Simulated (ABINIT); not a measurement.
# In (P6_3/mmc) in ABINIT: further runs

Runs on In. Level: PBE. Tasks: single point.

Program: ABINIT 10.8.3 (patched build). These are calculated values, not measurements. Logs are shortened: lines on timing, memory, paths and dates and some standing lists are left out, and cuts for length are marked. The log counts tension as positive stress, the text compression.

**1. Starting point**

Symmetry: P6_3/mmc, No. 194, hexagonal system. Conventional cell: a = 3.335 Å, b = 3.335 Å, c = 5.509 Å, α = 90.00°, β = 90.00°, γ = 120.00°. Around In (site symmetry -6m2) lie 12 In at 3.34 to 3.36 Å.

This isn't the form of In at room conditions, which is tetragonal.

**2. Single point, PBE**

run.abi reads:

```
# Pseudopotentials
pp_dirpath "./"
pseudos "In.upf"

# Structure
acell 6.3031527308 6.3031527309 10.4107713002
rprim
     1.0000000000     0.0000000000     0.0000000000
    -0.5000000000     0.8660254038     0.0000000000
     0.0000000000     0.0000000000     1.0000000000
ntypat 1
znucl 49
natom 2
typat 1 1
xred
     0.6666666667     0.3333333333     0.7500000000
     0.3333333333     0.6666666667     0.2500000000

# Plane-wave basis
ecut 952.398519 eV

# k points
kptopt 1
ngkpt 9 9 5
nshiftk 1
shiftk 0.0 0.0 0.0

# Exchange and correlation
ixc 11

# Bands and occupations
nband 17
occopt 3
tsmear 0.00183747

# SCF cycle
nstep 100
tolvrs 1.0e-10

# Output
iomode 3
prtwf 0
prtden 0
prteig 0
prtebands 0
enunit 1
```

Potentials or basis: PseudoDojo NC SR PBE v0.4.1 standard.

On the command line:

```bash
$ abinit run.abi > log 2>&1
```

run.abo:

```text
.Version 10.8.3 of ABINIT
 Symmetries : space group P6_3/m m c (#194); Bravais hP (primitive hexag.)
================================================================================
 Values of the parameters that define the memory need of the present run
     intxc =       0    ionmov =       0      iscf =       7    lmnmax =       6
     lnmax =       6     mgfft =      60  mpssoang =       3    mqgrid =    3001
     natom =       2  nloc_mem =       1    nspden =       1   nspinor =       1
    nsppol =       1      nsym =      24    n1xccc =    2501    ntypat =       1
    occopt =       3   xclevel =       2
       mpw =        3592          nfft =       77760          nkpt =          36
================================================================================
================================================================================

--------------------------------------------------------------------------------
------------- Echo of variables that govern the present computation ------------
--------------------------------------------------------------------------------
 -outvars: echo values of preprocessed input variables --------
            acell      6.3031527308E+00  6.3031527309E+00  1.0410771300E+01 Bohr
              amu      1.14820000E+02
             ecut      3.50000000E+01 Hartree
           enunit           1
              ixc          11
         kptrlatt        9    0    0      0    9    0      0    0    5
          kptrlen      5.20538565E+01
            natom           2
            nband          17
            ngfft          36      36      60
             nkpt          36
            nstep         100
             nsym          24
           ntypat           1
           occopt           3
           prtden           0
        prtebands           0
           prteig           0
            prtwf           0
            rprim      1.0000000000E+00  0.0000000000E+00  0.0000000000E+00
                      -5.0000000000E-01  8.6602540380E-01  0.0000000000E+00
                       0.0000000000E+00  0.0000000000E+00  1.0000000000E+00
          spgroup         194
           tolvrs      1.00000000E-10
           tsmear      1.83747000E-03 Hartree
            typat      1  1
           xangst      1.6677423898E+00  9.6287151776E-01  4.1318571872E+00
                      -1.7639282173E-11  1.9257430355E+00  1.3772857291E+00
            xcart      3.1515763654E+00  1.8195634630E+00  7.8080784752E+00
                      -3.3333412365E-11  3.6391269260E+00  2.6026928251E+00
             xred      6.6666666667E-01  3.3333333333E-01  7.5000000000E-01
                       3.3333333333E-01  6.6666666667E-01  2.5000000000E-01
            znucl       49.00000

================================================================================

 chkinp: Checking input parameters for consistency.

================================================================================
== DATASET  1 ==================================================================

--- !DatasetInfo
iteration_state: {dtset: 1, }
dimensions: {natom: 2, nkpt: 36, mband: 17, nsppol: 1, nspinor: 1, nspden: 1, mpw: 3592, }
cutoff_energies: {ecut:  35.0, pawecutdg:  -1.0, }
electrons: {nelect:   2.60000000E+01, charge:   0.00000000E+00, occopt:   3.00000000E+00, tsmear:   1.83747000E-03, }
meta: {optdriver: 0, ionmov: 0, optcell: 0, iscf: 7, paral_kgb: 0, }
...

 Exchange-correlation functional for the present dataset will be:
  GGA: Perdew-Burke-Ernzerhof functional - ixc=11
  J.P.Perdew, K.Burke, M.Ernzerhof, PRL 77, 3865 (1996)

 Real(R)+Recip(G) space primitive vectors, cartesian coordinates (Bohr,Bohr^-1):
 R(1)=  6.3031527  0.0000000  0.0000000  G(1)=  0.1586508  0.0915971  0.0000000
 R(2)= -3.1515764  5.4586904  0.0000000  G(2)=  0.0000000  0.1831941  0.0000000
 R(3)=  0.0000000  0.0000000 10.4107713  G(3)=  0.0000000  0.0000000  0.0960544
 Unit cell volume ucvol=  3.5820298E+02 bohr^3
 Angles (23,13,12)=  9.00000000E+01  9.00000000E+01  1.20000000E+02 degrees

 getcut: wavevector=  0.0000  0.0000  0.0000  ngfft=  36  36  60
         ecut(hartree)=     35.000   => boxcut(ratio)=   2.14460

--- Pseudopotential description ------------------------------------------------
- pspini: atom type   1  psp file is ./In.upf
12 -101130 2 -1 1964                          pspcod,pspxc,lmax,lloc,mmax
     nproj     2     2     2

   1.31699103E+03                                ecore*ucvol(ha*bohr**3)
--------------------------------------------------------------------------------

================================================================================

--- !BeginCycle
iteration_state: {dtset: 1, }
solver: {iscf: 7, nstep: 100, nline: 4, wfoptalg: 0, }
tolerances: {tolvrs: 1.00E-10, }
...

     iter   Etot(hartree)      deltaE(h)  residm     vres2
 ETOT  1  -131.81502230739    -1.318E+02 9.107E-01 1.224E+02
 ETOT  2  -132.87191203993    -1.057E+00 2.908E-02 1.346E+02
 ETOT  3  -132.89994340343    -2.803E-02 1.911E-02 1.522E+01
 ETOT  4  -132.90308141047    -3.138E-03 3.924E-03 1.182E+00
 ETOT  5  -132.90333367524    -2.523E-04 1.323E-03 3.513E-02
 ETOT  6  -132.90334198474    -8.310E-06 6.841E-04 1.305E-04
 ETOT  7  -132.90334201855    -3.381E-08 1.850E-04 1.853E-05
 ETOT  8  -132.90334202315    -4.596E-09 1.663E-04 1.288E-06
 ETOT  9  -132.90334202339    -2.441E-10 1.667E-04 1.216E-07
 ETOT 10  -132.90334202342    -2.490E-11 1.320E-04 5.137E-11

 At SCF step   10       vres2   =  5.14E-11 < tolvrs=  1.00E-10 =>converged.

 Cartesian components of stress tensor (hartree/bohr^3)
  sigma(1 1)= -5.30684647E-05  sigma(3 2)=  0.00000000E+00
  sigma(2 2)= -5.30684654E-05  sigma(3 1)=  0.00000000E+00
  sigma(3 3)= -4.13200220E-05  sigma(2 1)=  9.35299785E-14

--- !ResultsGS
iteration_state: {dtset: 1, }
comment   : Summary of ground state results
lattice_vectors:
- [  6.3031527,   0.0000000,   0.0000000, ]
- [ -3.1515764,   5.4586904,   0.0000000, ]
- [  0.0000000,   0.0000000,  10.4107713, ]
lattice_lengths: [   6.30315,    6.30315,   10.41077, ]
lattice_angles: [ 90.000,  90.000, 120.000, ] # degrees, (23, 13, 12)
lattice_volume:   3.5820298E+02
convergence: {deltae: -2.490E-11, res2:  5.137E-11, residm:  1.320E-04, diffor: null, }
etotal    :  -1.32903342E+02
entropy   :   0.00000000E+00
fermie    :   2.40632221E-01
cartesian_stress_tensor: # hartree/bohr^3
- [ -5.30684647E-05,   9.35299785E-14,   0.00000000E+00, ]
- [  9.35299785E-14,  -5.30684654E-05,   0.00000000E+00, ]
- [  0.00000000E+00,   0.00000000E+00,  -4.13200220E-05, ]
pressure_GPa:   1.4461E+00
xred      :
- [  6.6667E-01,   3.3333E-01,   7.5000E-01, In]
- [  3.3333E-01,   6.6667E-01,   2.5000E-01, In]
cartesian_forces: # hartree/bohr
- [  2.13595112E-29,  -8.63234367E-29,  -0.00000000E+00, ]
- [ -2.13595112E-29,   8.63234367E-29,  -0.00000000E+00, ]
force_length_stats: {min:   8.89267363E-29, max:   8.89267363E-29, mean:   8.89267363E-29, }
...

 Integrated electronic density in atomic spheres:
 ------------------------------------------------
 Atom  Sphere_radius  Integrated_density
    1        2.00000          9.91398114
    2        2.00000          9.91398114
================================================================================

 ----iterations are completed or convergence reached----

 Mean square residual over all n,k,spin=   42.514E-08; max=  13.204E-05
 reduced coordinates (array xred) for    2 atoms
       0.666666666667      0.333333333333      0.750000000000
       0.333333333333      0.666666666667      0.250000000000
 rms dE/dt=  3.2978E-28; max dE/dt=  5.3853E-28; dE/dt below (all hartree)
    1      -0.000000000000      0.000000000000      0.000000000000
    2       0.000000000000     -0.000000000000      0.000000000000

 cartesian coordinates (angstrom) at end:
    1      1.66774238984995     0.96287151775649     4.13185718718853
    2     -0.00000000001764     1.92574303551298     1.37728572906284

 cartesian forces (hartree/bohr) at end:
    1      0.00000000000000    -0.00000000000000    -0.00000000000000
    2     -0.00000000000000     0.00000000000000    -0.00000000000000
 frms,max,avg= 5.1341875E-29 8.6323437E-29   0.000E+00  0.000E+00  0.000E+00 h/b

 cartesian forces (eV/Angstrom) at end:
    1      0.00000000000000    -0.00000000000000    -0.00000000000000
    2     -0.00000000000000     0.00000000000000    -0.00000000000000
 frms,max,avg= 2.6401054E-27 4.4389296E-27   0.000E+00  0.000E+00  0.000E+00 e/A
 length scales=  6.303152730800  6.303152730900 10.410771300200 bohr
              =  3.335484779718  3.335484779770  5.509142916251 angstroms
 Fermi (or HOMO) energy (eV) =   6.54794   Average Vxc (eV)= -10.49117
 Eigenvalues (   eV  ) for nkpt=  36  k points:
 kpt#   1, nband= 17, wtk=  0.00247, kpt=  0.0000  0.0000  0.0000 (reduced coord)
  -8.22128   -8.16700   -8.14068   -8.14068   -8.11429   -8.11429   -8.04193   -8.04193
  -7.86484   -7.86484   -2.96266    2.04594    3.13424   14.88221   14.88221   16.66710
  16.71285
 prteigrs : prtvol=0 or 1, do not print more k-points.

--- !EnergyTerms
iteration_state     : {dtset: 1, }
comment             : Components of total free energy in Hartree
kinetic             :  8.36303771506188E+01
hartree             :  2.77275141722565E+01
xc                  : -4.00695618822988E+01
Ewald energy        : -8.65905105060494E+01
psp_core            :  3.67666124098190E+00
local_psp           : -9.16933921622115E+01
non_local_psp       : -2.95839279559531E+01
internal            : -1.32902839942656E+02
'-kT*entropy'       : -5.02080763142648E-04
total_energy        : -1.32903342023419E+02
total_energy_eV     : -3.61648417318097E+03
band_energy         : -5.32546410967581E+00
...

 Cartesian components of stress tensor (hartree/bohr^3)
  sigma(1 1)= -5.30684647E-05  sigma(3 2)=  0.00000000E+00
  sigma(2 2)= -5.30684654E-05  sigma(3 1)=  0.00000000E+00
  sigma(3 3)= -4.13200220E-05  sigma(2 1)=  9.35299785E-14

-Cartesian components of stress tensor (GPa)         [Pressure=  1.4461E+00 GPa]
- sigma(1 1)= -1.56132814E+00  sigma(3 2)=  0.00000000E+00
- sigma(2 2)= -1.56132816E+00  sigma(3 1)=  0.00000000E+00
- sigma(3 3)= -1.21567702E+00  sigma(2 1)=  2.75174697E-09

== END DATASET(S) ==============================================================
================================================================================

 -outvars: echo values of variables after computation  --------
            acell      6.3031527308E+00  6.3031527309E+00  1.0410771300E+01 Bohr
           etotal     -1.3290334202E+02
            fcart      2.1359511170E-29 -8.6323436662E-29 -0.0000000000E+00
                      -2.1359511170E-29  8.6323436662E-29 -0.0000000000E+00
            rprim      1.0000000000E+00  0.0000000000E+00  0.0000000000E+00
                      -5.0000000000E-01  8.6602540380E-01  0.0000000000E+00
                       0.0000000000E+00  0.0000000000E+00  1.0000000000E+00
           strten     -5.3068464714E-05 -5.3068465405E-05 -4.1320021971E-05
                       0.0000000000E+00  0.0000000000E+00  9.3529978527E-14
           xangst      1.6677423898E+00  9.6287151776E-01  4.1318571872E+00
                      -1.7639282173E-11  1.9257430355E+00  1.3772857291E+00
             xred      6.6666666667E-01  3.3333333333E-01  7.5000000000E-01
                       3.3333333333E-01  6.6666666667E-01  2.5000000000E-01
 Calculation completed.
```

Run time: 66 s. Hardware: 1 thread of Arm Neoverse V1, shared host; peak memory 0.1 GiB.

What came out:

- Free energy: -3616.4842 eV
- Pressure: 1.4 GPa
- Band gap on the k mesh: none (metal or under the smearing width)
- Valence electrons inside the program's atomic spheres: In 9.91 (radii [1.0584] Å)

[end of part 1 of 2]
